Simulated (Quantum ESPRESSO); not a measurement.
Crystal: As.

```
As
1.0
     1.88080    1.08588    3.51406
    -1.88080    1.08588    3.51406
     0.00000   -2.17176    3.51406
As
2
Direct
  0.22600 0.22600 0.22600
  0.77400 0.77400 0.77400
```

```yaml
Program: Quantum ESPRESSO 7.5
Task: single point
Functional: PBEsol
Potentials_or_basis: GBRV 1.5 PBEsol
Cutoff: 612 eV
Density_cutoff: 4898 eV
k_mesh: 9 × 9 × 9
Occupations: fermi-dirac, width 0.05 eV
Spin: no spin polarisation
```

On this cell: pressure 0.8 GPa; largest force 0.448 eV/Å; band gap on the k mesh none (metal or under the smearing width).

The same run follows on a disturbed copy (atoms moved at random, drawn with an rms of 0.05 Å):

```
As
1.0
     1.88080    1.08588    3.51406
    -1.88080    1.08588    3.51406
     0.00000   -2.17176    3.51406
As
2
Direct
  0.21182 0.22474 0.23282
  0.77552 0.77550 0.76813
```

Question: What does the disturbed cell give?

Answer: The energy (extrapolated to zero smearing) moves by +9.8 meV/atom; pressure 1.4 GPa; largest force 0.735 eV/Å; band gap on the k mesh none (metal or under the smearing width).

Forces on the atoms (eV/Å):
```
As   0.130  0.293  0.661
As  -0.130 -0.293 -0.661
```

Stress tensor (GPa, compression positive):
```
 1.02 -0.24  0.63
-0.24  2.23  1.36
 0.63  1.36  0.88
```
